**Q:** This is one SrO crystal in one fixed cell, yet the computed pressure changes sign with the functional. What does such a pressure tell me?

**A:** It tells you what size the functional would prefer. A positive value means that the crystal is squeezed and would expand if released; a negative one means that it would shrink.

Non-magnetic Kohn-Sham DFT with PAW and plane waves for SrO (Fm-3m, 2-atom cell, 16.90 Å³/atom), all at the same fixed cell with a static lattice. The basis column gives the plane-wave cutoff. Pressure is positive in compression, and the Ansatz values leave out the Pulay correction.

| method | rung | program | potentials | basis | spin orbit | k mesh | smearing | pressure (GPa) |
| --- | --- | --- | --- | --- | --- | --- | --- | --- |
| LDA | LDA | ABINIT | JTH PAW LDA v2.0 | 626 eV | no | 4x4x4 2-atom cell | Fermi Dirac 0.05eV | -4.070 |
| BLYP-D3(BJ) | GGA | ABINIT | JTH PAW PBE v2.0 | 626 eV | yes | 9x9x9 2-atom cell | gaussian 0.05eV | 0.140 |
| BLYP-D3M(BJ) | GGA | GPAW | PAW data sets made by gpaw setup for the functional | 800 eV | no | 9x9x9 2-atom cell | Fermi Dirac 0.05eV | 1.520 |
| PBE | GGA | Ansatz | Ansatz PAW | 500 eV | no | 9x9x9 2-atom cell | Fermi Dirac 0.05eV | 3.320 |
| PBEsol | GGA | ABINIT | JTH PAW PBE v2.0 | 626 eV | no | 5x5x5 2-atom cell | Fermi Dirac 0.05eV | -0.780 |
| r2SCAN | meta-GGA | ABINIT | JTH PAW PBE v2.0 | 762 eV | no | 4x4x4 2-atom cell | Fermi Dirac 0.05eV | 1.090 |
| HSE06 | hybrid | Ansatz | Ansatz PAW | 420 eV | yes | 4x4x4 2-atom cell | Fermi Dirac 0.05eV | 0.910 |
| HSE06-D3(BJ) | hybrid | Ansatz | Ansatz PAW | 420 eV | no | 5x5x5 2-atom cell | gaussian 0.05eV | -2.710 |
| PBE0 | hybrid | Ansatz | Ansatz PAW | 420 eV | yes | 4x4x4 2-atom cell | Fermi Dirac 0.05eV | 0.860 |

To turn a pressure $P$ into a length, divide by the stiffness. The volume changes by about $P/B$, with $B$ the bulk modulus, and the cell edge $a$ by a third of that:

$$\frac{\Delta a}{a}\approx\frac{P}{3B}.$$

With a rough recalled $B$ of 90 GPa, PBE gives $3.3/(3\times 90)$, an edge 1.2 % longer than the given one. LDA wants it 1.5 % shorter.

**Q:** Then the rung should decide, with the pressure settling as I climb from LDA to the hybrids.

**A:** The GGA rows speak against that. They alone spread over 4.1 GPa, more than half of the 7.4 GPa covered by the whole table. Two functionals on one rung can therefore disagree more than two on different rungs.

**Q:** Could it be the programs instead?

**A:** They may add offsets, but a wide spread doesn't need them: it is 5.2 GPa within ABINIT alone and about 6 GPa within Ansatz alone. Small differences are another matter. The Ansatz hybrids lack the Pulay correction, which allows for the plane-wave basis changing with the cell, and it amounts to about 0.27 GPa. Adding it back, as I do from here on, lifts HSE06 from just below r2SCAN to just above, so I wouldn't interpret their order. Some of the k meshes are coarse as well, and no convergence test is at hand.

**Q:** Here is a more physical idea. Hybrids open the gap, a wide gap means tightly held electrons, and compact ions pack closer. So the gap should set the pressure.

**A:** The first step looks convincing: from PBE to HSE06 the gap grows by 1.4 eV and the pressure falls by 2.1 GPa. Now go on to PBE0, run with the same settings as HSE06. The gap grows by another 0.74 eV, so your rule asks for a further fall of 1.1 GPa. The computed fall is 0.05 GPa.

**Q:** Why does the gap move and the pressure stay?

**A:** Both hybrids replace a quarter of the exchange by exact exchange at short range; PBE0 does so at long range too. The long-range part pushes empty levels away from filled ones, which widens the gap. Pressure depends on how the energy of the filled shells changes with volume. The electrostatic attraction between the ions is long-ranged, but it is nearly the same in both functionals; what exchange adds comes mainly from the overlap of neighbouring ions, a short-range affair. This is an argument from theory, but the step from HSE06 to PBE0 is what it leads you to expect.

**Q:** What does set the pressure, then?

**A:** Begin with how the functional treats an uneven density. Gradient-dependent exchange lowers the energy where the density varies steeply. Pulling the ions apart makes the density more uneven, so this gain grows with volume and pushes the crystal outward. LDA lacks the push, PBE has a strong one, and PBEsol was built with a weaker one.

**Q:** Can that be put to a test?

**A:** A crude one. Let the pressure rise in proportion to the gradient coefficient of exchange, roughly 0 in LDA, 0.12 in PBEsol and 0.22 in PBE. LDA and PBE fix the line, and PBEsol is predicted:

$$-4.07+\frac{0.12}{0.22}\,(3.32+4.07)\approx -0.04\ \text{GPa}.$$

The computed value is $-0.78$ GPa. The order is right, and the miss is a tenth of the distance from LDA to PBE. The line ignores that the three functionals also differ in correlation, that PBE was run in another program, and that PBEsol was run with potentials made for PBE. The printed output after this text has the details.

**Q:** And dispersion? I would have neglected it in an ionic crystal.

**A:** Adding D3(BJ) to HSE06 lowers the pressure by 3.6 GPa, almost half the range of the table. Spin-orbit coupling and mesh change as well between these rows, but in a closed-shell insulator both should matter far less. Dispersion draws the ions together. D3(BJ) damps it strongly at the shortest contacts, but the many pairs farther apart add up, and here the pull leaves the crystal wanting a cell edge 0.9 % shorter than the given one. The likely reason for so strong a pull is that D3 treats strontium as more polarisable than the Sr²⁺ ion really is.

**Q:** So I choose the functional whose pressure is nearest zero?

**A:** No, because the given cell isn't quite the real crystal's. At room temperature SrO is roughly half a per cent wider, which corresponds to $3\times 90\times 0.005\approx 1.4$ GPa. Much of that widening, perhaps nearly all, should come from thermal and zero-point motion, which a static lattice leaves out. The proper target therefore lies below this value and may be close to zero. Its exact place matters: with a target of zero PBEsol would come out ahead of r2SCAN, with one of 1 GPa far behind. The table alone can't rank them.

**Q:** What about BLYP with the refitted damping, D3M(BJ)?

**A:** It lies 1.4 GPa above BLYP-D3(BJ), but the program, the potentials, the cutoff and spin-orbit coupling change along with the damping. Spin-orbit coupling should again matter little, but which of the others makes the difference is open; running both dampings in one program with all other settings equal would show the share of the damping.

Numerical output:

```
Pressure with the Pulay term put back and what it means:
           row  pressure in table GPa  with Pulay term GPa  gap eV  wanted change of lattice constant %
           LDA                  -4.07                -4.07   3.147                               -1.507
   BLYP-D3(BJ)                   0.14                 0.14   3.483                              0.05185
  BLYP-D3M(BJ)                   1.52                 1.52   3.548                                0.563
           PBE                   3.32                3.323   3.369                                1.231
        PBEsol                  -0.78                -0.78   3.385                              -0.2889
        r2SCAN                   1.09                 1.09   3.791                               0.4037
         HSE06                   0.91                1.182   4.766                               0.4379
  HSE06-D3(BJ)                  -2.71               -2.445   4.988                              -0.9055
          PBE0                   0.86                1.132   5.503                               0.4192
Range of pressure over all rows in GPa: 7.393
Range within the GGA rung in GPa: 4.103
Range within the GGA rung in % of the whole range: 55.5
Range within the hybrid rung in GPa: 3.627
Range within ABINIT alone in GPa: 5.16
Range within Ansatz alone in GPa: 5.768
Rank correlation of gap and pressure over all rows: 0.1333
Pressure change from PBE to HSE06 in GPa: -2.141
Gap change from PBE to HSE06 in eV: 1.397
Gap change from HSE06 to PBE0 in eV: 0.737
Pressure change from HSE06 to PBE0 if the gap ruled in GPa: -1.129
Pressure change from HSE06 to PBE0 as computed in GPa: -0.05047
PBEsol pressure interpolated between LDA and PBE in GPa: -0.03721
Interpolated less computed PBEsol pressure in GPa: 0.7428
Pressure change from HSE06 to HSE06-D3(BJ) in GPa: -3.627
Order of magnitude of undamped dispersion pressure 2E/V in GPa: -10.31
BLYP-D3M(BJ) less BLYP-D3(BJ) in GPa: 1.38
Pressure for a wanted widening of 0.5 per cent in GPa: 1.35
```
